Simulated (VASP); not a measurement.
WS2:

```
CELL_PARAMETERS angstrom
1.57900 0.91164 6.16333
-1.57900 0.91164 6.16333
0.00000 -1.82327 6.16333
ATOMIC_POSITIONS crystal
W 0.00000 0.00000 0.00000
S 0.58100 0.58100 0.58100
S 0.75030 0.75030 0.75030
```

Measurements of this composition are mostly on another form, of space group No. 194.

| Item | Value |
| --- | --- |
| Program | VASP 6.6.1 |
| Task | relaxation of cell and atoms |
| Functional | PBEsol |
| Potentials or basis | VASP PAW PBE potentials, release 64 (W_sv, S) |
| Cutoff | 600 eV |
| k mesh | 8 × 8 × 8 |
| Occupations | gaussian, width 0.02 eV |
| Spin | no spin polarisation |

At the start: pressure -0.5 GPa; volume 17.74 Å³/atom.

**Question.** How do energy, volume and symmetry change on relaxing?

**Answer.** Over 10 steps the energy falls by 3.2 meV/atom and the volume is 17.99 Å³/atom (+1.4 %); space group R3m (No. 160, to 0.05 Å).

The path:
```csv
step,energy change (eV),largest force (eV/Å),pressure (GPa),volume (Å³)
1,0.0000,0.6018,-0.45,53.23
2,0.0045,0.8376,1.00,52.85
3,-0.0063,0.0215,0.12,53.06
4,-0.0068,0.0890,-0.11,53.15
5,-0.0068,0.1047,-0.17,53.16
6,-0.0071,0.0785,0.05,53.15
7,-0.0073,0.0591,0.39,53.14
8,-0.0076,0.0540,0.35,53.22
9,-0.0084,0.0410,0.23,53.46
10,-0.0095,0.0148,0.01,53.96
```

Final structure:
```
CELL_PARAMETERS angstrom
1.57433 0.90894 6.28450
-1.57433 0.90894 6.28450
0.00000 -1.81788 6.28450
ATOMIC_POSITIONS crystal
W 0.99935 0.99935 0.99935
S 0.58285 0.58285 0.58285
S 0.74910 0.74910 0.74910
```

Caveat: the PAW data sets were made with another functional, which shifts forces and pressure a little.
